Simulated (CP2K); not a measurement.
# MoS2 (P-3m1) in CP2K: reference runs, part 2 of 2

CP2K 2026.2.

## (3) Single point, PBE (atoms moved at random, drawn with an rms of 0.05 Å)

File mos2_scf.inp:

```
&GLOBAL
  PROJECT mos2_scf
  RUN_TYPE ENERGY_FORCE
  PRINT_LEVEL LOW
&END GLOBAL
&FORCE_EVAL
  METHOD QS
  STRESS_TENSOR ANALYTICAL
  &DFT
    BASIS_SET_FILE_NAME BASIS_MOLOPT_UZH
    POTENTIAL_FILE_NAME POTENTIAL_UZH
    &MGRID
      CUTOFF 450
      REL_CUTOFF 60
      NGRIDS 4
    &END MGRID
    &QS
      METHOD GPW
      EPS_DEFAULT 1.0E-10
    &END QS
    &KPOINTS
      SCHEME MONKHORST-PACK 9 9 4
      GAMMA_CENTERED T
      SYMMETRY T
      SYMMETRY_BACKEND SPGLIB
    &END KPOINTS
    &SCF
      SCF_GUESS ATOMIC
      EPS_SCF 1.0E-6
      MAX_SCF 100
      ADDED_MOS 15
      CHOLESKY OFF
      EPS_EIGVAL 1.0E-7
      &DIAGONALIZATION ON
        ALGORITHM STANDARD
      &END DIAGONALIZATION
      &MIXING ON
        METHOD BROYDEN_MIXING
        ALPHA 0.4
        BETA 1.5
        NBUFFER 8
      &END MIXING
      &SMEAR ON
        METHOD FERMI_DIRAC
        ELECTRONIC_TEMPERATURE [K] 580.226
      &END SMEAR
    &END SCF
    &XC
      &XC_FUNCTIONAL PBE
      &END XC_FUNCTIONAL
    &END XC
    &PRINT
      &KPOINTS ON
      &END KPOINTS
      &MULLIKEN ON
      &END MULLIKEN
      &MO ON
        ENERGIES T
        OCCUPATION_NUMBERS T
        &EACH
          QS_SCF 0
        &END EACH
        ADD_LAST NUMERIC
      &END MO
      &LOWDIN ON
      &END LOWDIN
      &HIRSHFELD ON
        SHAPE_FUNCTION DENSITY
      &END HIRSHFELD
    &END PRINT
  &END DFT
  &SUBSYS
    &CELL
      A 3.2274645616 0.0000000000 0.0000000000
      B -1.6137322808 2.7950663001 0.0000000000
      C 0.0000000000 0.0000000000 6.3124734200
      PERIODIC XYZ
    &END CELL
    &COORD
      SCALED
      Mo  -0.0059710000 -0.0182670000 0.4992970000
      S   0.6556410000 0.3222370000 0.7482370000
      S   0.3338080000 0.6868770000 0.2525640000
    &END COORD
    &KIND Mo
      BASIS_SET TZVP-MOLOPT-PBE-GTH-q14
      POTENTIAL GTH-PBE-q14
    &END KIND
    &KIND S
      BASIS_SET TZVP-MOLOPT-PBE-GTH-q6
      POTENTIAL GTH-PBE-q6
    &END KIND
    &PRINT
      &ATOMIC_COORDINATES ON
      &END ATOMIC_COORDINATES
      &CELL ON
      &END CELL
    &END PRINT
  &END SUBSYS
  &PRINT
    &FORCES ON
    &END FORCES
    &STRESS_TENSOR ON
    &END STRESS_TENSOR
  &END PRINT
&END FORCE_EVAL
```

Potentials or basis: POTENTIAL_UZH Mo GTH-PBE-q14, S GTH-PBE-q6; TZVP-MOLOPT-PBE-GTH basis.

On the command line:

```bash
OMP_NUM_THREADS=1 cp2k.psmp -i mos2_scf.inp -o mos2_scf.out
```

mos2_scf.out:

```text

 CP2K| version string:                                       CP2K version 2026.2
 CP2K| Input file name                                              mos2_scf.inp

 GLOBAL| Force Environment number                                              1
 GLOBAL| Basis set file name                                    BASIS_MOLOPT_UZH
 GLOBAL| Potential file name                                       POTENTIAL_UZH
 GLOBAL| MM Potential file name                                     MM_POTENTIAL
 GLOBAL| Coordinate file name                                      __STD_INPUT__
 GLOBAL| Method name                                                        CP2K
 GLOBAL| Project name                                                   mos2_scf
 GLOBAL| Run type                                                   ENERGY_FORCE
 GLOBAL| FFT library                                                       FFTW3
[... 6 lines left out ...]
 GLOBAL| Total number of message passing processes                             1
 GLOBAL| Number of threads for this process                                    1
 GLOBAL| CPU model name            Intel(R) Xeon(R) Platinum 8375C CPU @ 2.90GHz

 CELL| Volume [angstrom^3]:                                            56.944680
 CELL| Vector a [angstrom]:       3.227     0.000     0.000   |a| =     3.227465
 CELL| Vector b [angstrom]:      -1.614     2.795     0.000   |b| =     3.227465
 CELL| Vector c [angstrom]:       0.000     0.000     6.312   |c| =     6.312473
 CELL| Angle (b,c), alpha [degree]:                                    90.000000
 CELL| Angle (a,c), beta  [degree]:                                    90.000000
 CELL| Angle (a,b), gamma [degree]:                                   120.000000
 CELL| Numerically orthorhombic:                                              NO
 CELL| Periodicity                                                           XYZ

 CELL_REF| Volume [angstrom^3]:                                        56.944680
 CELL_REF| Vector a [angstrom     3.227     0.000     0.000   |a| =     3.227465
 CELL_REF| Vector b [angstrom    -1.614     2.795     0.000   |b| =     3.227465
 CELL_REF| Vector c [angstrom     0.000     0.000     6.312   |c| =     6.312473
 CELL_REF| Angle (b,c), alpha [degree]:                                90.000000
 CELL_REF| Angle (a,c), beta  [degree]:                                90.000000
 CELL_REF| Angle (a,b), gamma [degree]:                               120.000000
 CELL_REF| Numerically orthorhombic:                                          NO
 CELL_REF| Periodicity                                                       XYZ
[... 161 lines left out ...]
 MO|      2              -1.028094             -27.975871               2.000000
 MO|      3              -1.018927             -27.726413               2.000000
 MO|      4              -1.014440             -27.604309               2.000000
 MO|      5              -0.183707              -4.998925               2.000000
 MO|      6              -0.161412              -4.392257               2.000000
[... 462 lines left out ...]
 MO|     27               0.906640              24.670938               0.000000
 MO|     28               0.960065              26.124684               0.000000
 MO| Sum:                                                              25.999999
 MO| E(Fermi):            0.300533 a.u.          8.177923 eV

 [... the levels of further k-points ...]

 !-----------------------------------------------------------------------------!
                     Mulliken Population Analysis

 #  Atom  Element  Kind  Atomic population                           Net charge
       1     Mo       1         14.264330                             -0.264330
       2     S        2          5.869463                              0.130537
       3     S        2          5.866207                              0.133793
 # Total charge                             26.000000                  0.000000

 !-----------------------------------------------------------------------------!

 !-----------------------------------------------------------------------------!
                           Hirshfeld Charges

  #Atom  Element  Kind  Ref Charge     Population                    Net charge
      1       Mo     1      14.000         13.750                         0.250
      2       S      2       6.000          6.125                        -0.125
      3       S      2       6.000          6.125                        -0.125

  Total Charge                                                            0.000
 !-----------------------------------------------------------------------------!

 LOWDIN POPULATION ANALYSIS

 #  Atom  Element  Kind  Atomic population                           Net charge
       1     Mo       1         15.716227                             -1.716227
       2     S        2          5.145499                              0.854501
       3     S        2          5.138274                              0.861726
 # Total charge                             26.000000                  0.000000

 ENERGY| Total FORCE_EVAL ( QS ) energy [hartree]            -88.312652909522356

 FORCES| Atomic forces [hartree/bohr]
 FORCES|   Atom     x               y               z               |f|
 FORCES|      1 -5.16672031E-03  7.55953936E-03  5.26722049E-03   1.05633918E-02
 FORCES|      2  1.04819608E-03  2.61486392E-03  2.99727418E-04   2.83303104E-03
 FORCES|      3  4.11905875E-03 -1.01747047E-02 -5.56454448E-03   1.23067224E-02
 FORCES| Sum     5.34518493E-07 -3.01389219E-07  2.40342994E-06
 FORCES| Total atomic force                                       2.48052837E-06

 STRESS| Analytical stress tensor [bar]
 STRESS|                        x                   y                   z
 STRESS|      x        1.39635318648E+04  -4.45757682083E+03  -6.76455456583E+03
 STRESS|      y       -4.45757682083E+03  -5.84704699389E+03   2.80448592905E+04
 STRESS|      z       -6.76455456583E+03   2.80448592905E+04   1.72920082235E+04
 STRESS| 1/3 Trace                                             8.46949769813E+03
 STRESS| Determinant                                          -1.07790618715E+13

 STRESS| Eigenvectors and eigenvalues of the analytical stress tensor [bar]
 STRESS|                        1                   2                   3
 STRESS| Eigenvalues  -2.46151771568E+04   1.13118782945E+04   3.87117919568E+04
 STRESS|      x          -0.001537372862      0.950378111452     -0.311093365017
 STRESS|      y           0.830956362003      0.174286785284      0.528332888359
 STRESS|      z          -0.556335475169      0.257692766193      0.789990681793
```

Run time: 66 s. Hardware: 1 thread of Intel Xeon Platinum 8375C at 2.90GHz (Ice Lake), shared host; peak memory 0.45 GiB.

What came out:

| Item | Value |
| --- | --- |
| Free energy | -2403.1095 eV |
| Pressure | 0.8 GPa |
| Largest force | 0.633 eV/Å |
| Band gap on the k mesh | none (metal or under the smearing width) |
| Mulliken charges | Mo -0.26; S +0.13 e |
| Hirshfeld charges | Mo +0.25; S -0.12 e |

Forces on the atoms (eV/Å):
```
Mo  -0.266  0.389  0.271
S    0.054  0.134  0.015
S    0.212 -0.523 -0.286
```

Stress tensor (GPa, compression positive):
```
 1.40 -0.45 -0.68
-0.45 -0.58  2.80
-0.68  2.80  1.73
```

Caveat: Mulliken charges move with the basis; the basis of atomic orbitals isn't converged, which shifts pressures, moduli and gaps.
